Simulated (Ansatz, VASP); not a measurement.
Al in VASP and in Ansatz

```
Al
1.0
    -1.59462    1.59462    1.59462
     1.59462   -1.59462    1.59462
     1.59462    1.59462   -1.59462
Al
1
Cartesian
  0.0000 0.0000 0.0000
```

Alike in both runs: functional r2SCAN; k mesh 24 × 24 × 24; occupations gaussian, width 0.1 eV; no spin polarisation.

Ansatz relaxed the structure, and its values are those at the end. VASP's run is a single point on that final structure, the one shown.

|  | VASP | Ansatz |
| --- | --- | --- |
| version | VASP 6.6.1 | Ansatz 0.2.0 |
| potentials or method | VASP PAW PBE potentials, release 64 (Al) | scalar-relativistic, plane waves, PAW |
| plane-wave cutoff (eV) | 520 | 500 |
| valence electrons in the cell | 3 | 3 |

Ansatz gave:

| Quantity | Value |
| --- | --- |
| gap on the k mesh at the Fermi level (eV) | none |
| pressure (GPa) | 0.0 |

Problem. What did VASP give for the same quantities?

Solution. gap on the k mesh at the Fermi level (eV): none; pressure (GPa): -0.3.

A gap of «none» marks a metal or a gap that the smearing closes. With one functional, cell and mesh, what is left measures potentials, basis and numerics.

Caveats: the PAW data sets were made with another functional, which shifts forces and pressure a little (VASP).
